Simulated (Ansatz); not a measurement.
# Zn (C2/m) in Ansatz: reference runs

How does Zn come out in PBEsol? The cell is run as given and disturbed.

Program: Ansatz 0.2.0. These are calculated values, not measurements. Logs are shortened: lines on timing, memory, paths and dates and some standing lists are left out, and cuts for length are marked.

**1. The crystal as given**

Symmetry: C2/m, No. 12, monoclinic system. Conventional cell: a = 4.536 Å, b = 2.617 Å, c = 7.472 Å, α = 90.00°, β = 102.30°, γ = 90.00°. Zn (site symmetry m) is surrounded by 12 Zn at 2.62 to 2.89 Å. Zn (site symmetry 2/m) has 12 Zn at 2.62 to 2.89 Å as nearest neighbours.

This isn't the form of Zn at room conditions, which is hcp.

**2. Single point, PBEsol**

input.yaml

```yaml
crystal:
  lattice:
    - [2.2681701736, -1.30848701, 0.0]
    - [2.2681701736, 1.30848701, 0.0]
    - [-1.5917165425, 0.0, 7.3004081919]
  atoms:
    - { symbol: Zn, position: [0.77801786, 0.77801786, 0.33450498] }
    - { symbol: Zn, position: [0.22198214, 0.22198214, 0.66549502] }
    - { symbol: Zn, position: [0.0, 0.0, 0.0] }
hamiltonian:
  xc: pbesol
  pseudopotentials: { kind: paw }
kpoints:
  mp_grid: { grid: [12, 12, 4] }
scf:
  occupations: { method: fermi_dirac, width: 0.05 }
output:
  forces: true
  stress: true
  eigenvalues: true
  write_density: true
  write_potential: true
  elf: true
  volumetric_format: npy
```

Potentials or basis: Ansatz PAW.

The run is started by

```sh
$ ansatz run input.yaml --threads 2 --pin off --max-ram 5632MiB --backend cpu --events-out ev --progress --plain --runs-dir out
```

The program printed:

```text
Warning: RAYON_NUM_THREADS=2 ignored (pool sized by the plan → 2); use --threads N
Engine: ansatz 0.2.0, aarch64-unknown-linux-gnu
Pseudopotentials: kind: paw
Pseudopotential: Zn, paw, valence charge 12, recommended cutoff 420 eV (normal), Zn.paw.azcp
Functional definition: PBEsol
  exchange = pbesol_x
  correlation = pbesol_c
Crystal: 3 atoms, lattice volume = 43.333 Å³
Basis set: ecut = 420 eV, 871 PW (Γ), exchange–correlation on 36×36×100 points (8 copies of the dense FFT grid, shifted against one another)
Bands: 22, of which v1, the nominal top of the filled ones, is band 18 counted from 1 (17 counted from 0)
Symmetry: 4 space group operations
Space group: C2/m (ITA 12), of the structure as read, at distance tolerance 3.5e-5 Å
k-points: 164 of 576
Non-local potential: Zn, projectors of the file, l = 0: 2, l = 1: 2, l = 2: 3, l = 3: 1
PAW form: soft (Blöchl's): semilocal exchange-correlation on the pseudo side does not see the compensation charge
PAW frozen core: Zn, regenerated for the run's functional, and the local potential with it (the file was generated under x = pbe(κ = 0.804, μ = 0.2195149727645171), c = pbe(β = 0.06672455060314922))
PAW one-centre angular grid: Zn, 590 points (default); XC on 64 Gauss nodes
Initial density: superposition of atomic densities (neutral atoms: chi_scale 0, normalization atom), corrected by the library's trained network
Initial wavefunctions: pseudopotential atomic-orbital guess
Functional: x = pbesol(κ = 0.804, μ = 0.12345679012345678), c = pbesol(β = 0.046)
SCF iter   1: F=—  HF=-9842.684211 eV  |F-HF|=—  |Δ(HF+E_count)|=         —  Δρ=5.54e-3  dr2=7.28e-3  ethr=1.77e-3  ⟨swp⟩=5.6  Hψ=15751  notcnv=0
preconditioner: auto → none  [metal: Δε(μ)=0.018 eV  Ē_g=11.727 eV  σ=0.050 eV  W_gap=0.09  n_scr=6 (ndim 8)  ℏωp=33.8 eV  f_vac=0.000  D(μ)=0.92/eV (n_scr^D=4)  sad-step TF]
SCF iter   2: F=—  HF=-9842.682770 eV  |F-HF|=—  |Δ(HF+E_count)|=   1.44e-3  Δρ=8.43e-4  dr2=2.07e-4  ethr=2.02e-5  ⟨swp⟩=2.0  Hψ=8523  notcnv=0
SCF iter   3: F=—  HF=-9842.682308 eV  |F-HF|=—  |Δ(HF+E_count)|=   4.62e-4  Δρ=6.53e-4  dr2=2.12e-4  ethr=5.75e-7  ⟨swp⟩=2.0  Hψ=6588  notcnv=0
SCF iter   4: F=—  HF=-9842.682364 eV  |F-HF|=—  |Δ(HF+E_count)|=   5.50e-5  Δρ=5.19e-4  dr2=6.81e-4  ethr=5.75e-7  ⟨swp⟩=2.0  Hψ=6441  notcnv=0  recentre
SCF iter   5: F=—  HF=-9842.682241 eV  |F-HF|=—  |Δ(HF+E_count)|=   1.23e-4  Δρ=8.67e-5  dr2=1.26e-6  ethr=5.75e-7  ⟨swp⟩=2.8  Hψ=6421  notcnv=0
SCF iter   6: F=—  HF=-9842.682249 eV  |F-HF|=—  |Δ(HF+E_count)|=   8.16e-6  Δρ=5.16e-5  dr2=5.28e-7  ethr=3.51e-9  ⟨swp⟩=2.0  Hψ=6551  notcnv=0
SCF iter   7: F=-9842.682249 eV  HF=-9842.682249 eV  |F-HF|=1.82e-8  |Δ(HF+E_count)|=   3.87e-7  Δρ=9.55e-6  dr2=2.39e-8  ethr=2.78e-10  ⟨swp⟩=6.8  Hψ=27293  notcnv=0
SCF 1 converged in 7 iterations: F = -9842.682249 eV  dr2 = 2.39e-8
SCF converged after 7 iterations
Free energy (F): -9842.682249 eV
Harris-Foulkes:  -9842.682249 eV  (|F-HF|=1.82e-8)
Internal energy: -9842.674783 eV  (E = F + TS)
E sigma→0 (E₀):  -9842.678516 eV
Entropy (-TS):   -0.007466 eV (-2.489 meV/atom)
Fermi energy:    11.733743 eV
--- Per-component energies (eV) ---
  E_band       = 164.264866
  E_kinetic    = 394.947875
  E_local      = -4513.894557  (includes V_loc(G=0)·N_el)
  E_nonlocal   = 1834.078525
  E_hartree    = 1890.353376
  E_xc         = -410.008621
  E_vxc        = -161.269681  (∫ρ·V_xc dr)
  E_paw        = -5361.935828  (= ΣΔE_a)
  E_vpaw       = -1170.311946  (= ΣTr[D̂ρ^β])
  E_aug_tail   = -0.001112  (compensation charges beyond the density's cutoff)
  E_ewald      = -3678.606507
  E_core_change = 2.392065  (= ΣΔE_core)
  E_smearing   = -0.007466  (= −TS)
  E_closure    = -0.000000  (closes the sum)
  Σ components = -9842.682249   (vs F -9842.682249, Δ=0.00e0)
--- Forces (eV/Å), atoms counted from 1 ---
  atom   1  Zn    -0.00461338     0.00000000    -0.00963732
  atom   2  Zn     0.00461338    -0.00000000     0.00963732
  atom   3  Zn    -0.00000000     0.00000000     0.00000000
  max |Σ_I F_I| component: 8.67e-19 eV/Å
--- Stress (GPa, compression-positive) ---
       -2.814153      -0.000000      -0.395923
       -0.000000      -3.417765       0.000000
       -0.395924       0.000000       2.418212
  P = ⅓ Tr σ = -1.2712 GPa (-12.712 kbar)
--- Band table (eV; the first three rows and the last of 164) ---
  k-point 0: bands = ["0.8274", "2.6603", "2.6663", "3.6400", "3.8898", "3.8917", "3.9001", "3.9048", "3.9392", "3.9444", "4.3259", "4.3315", "4.4953", "4.4989", "4.5016", "4.5105", "4.6612", "4.6923", "13.3088", "13.3675", "25.5877", "29.2451"]
  k-point 1: bands = ["1.0008", "2.1778", "2.8159", "3.6426", "3.8859", "3.8908", "3.8963", "3.9048", "3.9088", "3.9363", "3.9399", "4.3433", "4.3465", "4.4474", "4.4482", "4.5381", "4.5425", "6.1554", "10.6338", "16.3673", "23.1260", "29.8866"]
  k-point 2: bands = ["1.4727", "1.5202", "2.8435", "3.6795", "3.6797", "3.8853", "3.8886", "3.9132", "3.9186", "3.9292", "3.9310", "4.3759", "4.3839", "4.3943", "4.4058", "4.5519", "4.5564", "7.7396", "8.6621", "19.6270", "19.7105", "29.7385"]
  k-point 163: bands = ["3.0584", "3.1100", "3.1220", "3.3674", "3.4052", "3.7718", "4.0591", "4.1746", "4.3611", "4.4060", "4.4143", "4.6033", "4.7411", "4.7549", "4.7585", "8.6747", "9.3962", "10.0356", "12.3787", "12.6497", "13.5228", "18.5508"]
```

It took 10 s on 2 threads of Arm Neoverse N1, shared host; peak memory 0.4 GiB.

What came out:

| Item | Value |
| --- | --- |
| Free energy | -9842.6822 eV |
| Pressure | -1.3 GPa |
| Largest force | 0.011 eV/Å |
| Band gap on the k mesh | none (metal or under the smearing width) |

Forces in eV/Å, atoms in the order of the input:
```
Zn  -0.005  0.000 -0.010
Zn   0.005  0.000  0.010
Zn   0.000  0.000  0.000
```

Levels at points of the mesh, in eV from the Fermi level:
| k point | band 15 | band 16 | band 17 | band 18 | band 19 | band 20 | band 21 | band 22 |
| --- | --- | --- | --- | --- | --- | --- | --- | --- |
| (0.00, 0.00, 0.00) | -7.23 | -7.22 | -7.07 | -7.04 | 1.58 | 1.63 | 13.85 | 17.51 |
| (0.00, 0.00, -0.50) | -7.33 | -7.18 | -7.18 | -3.99 | -3.07 | 7.89 | 7.98 | 18.00 |
| (0.00, -0.50, 0.00) | -6.98 | -3.03 | -2.30 | -1.80 | 0.51 | 1.10 | 1.99 | 6.55 |
| (0.00, -0.50, -0.50) | -6.97 | -2.73 | -2.50 | -2.02 | -0.20 | 1.88 | 3.38 | 4.67 |
| (-0.50, -0.50, 0.00) | -6.97 | -2.70 | -2.54 | -2.02 | -0.33 | 2.05 | 3.57 | 4.42 |
| (-0.50, -0.50, -0.50) | -6.98 | -3.06 | -2.34 | -1.70 | 0.64 | 0.92 | 1.79 | 6.82 |

Caveat: the PAW data sets come from PBE, with cores solved anew for the run's functional, which leaves a small shift of forces and pressure.

**3. Single point, PBEsol (atoms moved at random, drawn with an rms of 0.05 Å)**

input.yaml

```yaml
crystal:
  lattice:
    - [2.2681701736, -1.30848701, 0.0]
    - [2.2681701736, 1.30848701, 0.0]
    - [-1.5917165425, 0.0, 7.3004081919]
  atoms:
    - { symbol: Zn, position: [0.795772, 0.762342, 0.338022] }
    - { symbol: Zn, position: [0.227723, 0.223254, 0.670849] }
    - { symbol: Zn, position: [-0.001009, 0.008454, -0.000555] }
hamiltonian:
  xc: pbesol
  pseudopotentials: { kind: paw }
kpoints:
  mp_grid: { grid: [12, 12, 4] }
scf:
  occupations: { method: fermi_dirac, width: 0.05 }
output:
  forces: true
  stress: true
  eigenvalues: true
```

Potentials or basis: Ansatz PAW.

The run is started by

```sh
$ ansatz run input.yaml --threads 2 --pin off --max-ram 5632MiB --backend cpu --events-out ev --progress --plain --runs-dir out
```

It took 24 s on 2 threads of Arm Neoverse N1, shared host; peak memory 0.47 GiB.

Results (log left out):

```yaml
Free_energy: -9842.6796 eV
Pressure: -1.2 GPa
Largest_force: 0.098 eV/Å
Band_gap_on_the_k_mesh: none (metal or under the smearing width)
```

Forces in eV/Å, atoms in the order of the input:
```
Zn   0.004  0.030 -0.025
Zn   0.004 -0.004 -0.069
Zn  -0.008 -0.026  0.094
```

Stress tensor (GPa, compression positive):
```
-2.77 -0.03 -0.42
-0.03 -3.39 -0.05
-0.42 -0.05  2.46
```

Levels at points of the mesh, in eV from the Fermi level:
```tsv
k point	band 16	band 17	band 18	band 19	band 20	band 21
(0.00, 0.00, 0.00)	-7.22	-7.09	-7.02	1.53	1.68	13.86
(0.00, 0.00, -0.50)	-7.18	-7.17	-3.99	-3.07	7.84	8.04
(0.00, -0.50, 0.00)	-3.01	-2.33	-1.82	0.55	1.13	1.99
(0.00, -0.50, -0.50)	-2.74	-2.50	-2.04	-0.17	1.94	3.34
(-0.50, 0.00, 0.00)	-3.05	-2.28	-1.77	0.47	1.07	2.00
(-0.50, 0.00, -0.50)	-2.73	-2.52	-1.97	-0.21	1.82	3.43
(-0.50, -0.50, 0.00)	-2.70	-2.55	-2.00	-0.33	2.03	3.59
(-0.50, -0.50, -0.50)	-3.06	-2.33	-1.69	0.63	0.91	1.80
```

Caveat: the PAW data sets come from PBE, with cores solved anew for the run's functional, which leaves a small shift of forces and pressure.
